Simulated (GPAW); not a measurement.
The system is TiO.

```
Ti O
1.0
     2.85161    0.00000    0.00000
    -1.42580    2.46956    0.00000
     0.00000    0.00000    5.56750
Ti O
2 2
Direct
  0.66667 0.33333 0.75000
  0.33333 0.66667 0.25000
  0.00000 0.00000 0.50000
  0.00000 0.00000 0.00000
```

The cell comes from a database or a generator and needn't be the stable form of this composition.

Base run:

```yaml
Program: GPAW 26.7.0
Functional: PBEsol
Potentials_or_basis: PAW data sets generated in the run's folder for this functional
Cutoff: 800 eV
Basis: pw
k_mesh: 8 × 8 × 4
Occupations: fermi-dirac, width 0.05 eV
Spin: no spin polarisation
Hubbard_terms: Ti d U = 6 eV
```

Its results: pressure 8.3 GPa.

After a change of settings the same cell gave: pressure -3.2 GPa. Which change was it?
A. hubbard terms from Ti d U = 6 eV to Ti d U = 2 eV
B. hubbard terms from Ti d U = 6 eV to Ti d U = 3 eV
C. hubbard terms from Ti d U = 6 eV to none

B.

Caveats: U without spin polarisation on a metal has little footing (some runs).
